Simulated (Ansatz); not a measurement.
BeO (wurtzite, P6_3mc), plane-wave PAW PBE (Ansatz code), all energies at zero smearing, with the estimated change up to a 700 eV cutoff added, with one set of potentials and settings (totals compare only within such a set). Cell of 4 atoms (2 Be, 2 O): -1326.421 eV.

```json
[
 {"element": "Be", "reference phase": "P6_3/mmc, 2 atoms in the cell", "E (eV/atom)": "-92.7620"},
 {"element": "O", "reference phase": "C2/m, 4 atoms in the cell, spin-polarised", "E (eV/atom)": "-565.0000"}
]
```

Formation energy per atom, worked out: (-1326.421 − 2×(-92.7620) − 2×(-565.0000))/4 = -2.724 eV/atom (-263 kJ per mol of atoms), at 0 K, without zero-point energy or fitted corrections.

The PBE relaxation kept the symmetry of its start. The references are the lowest solids computed at this level, not always the standard phases (solids in place of the gases).

Potentials: the later of the program's two PAW sets.
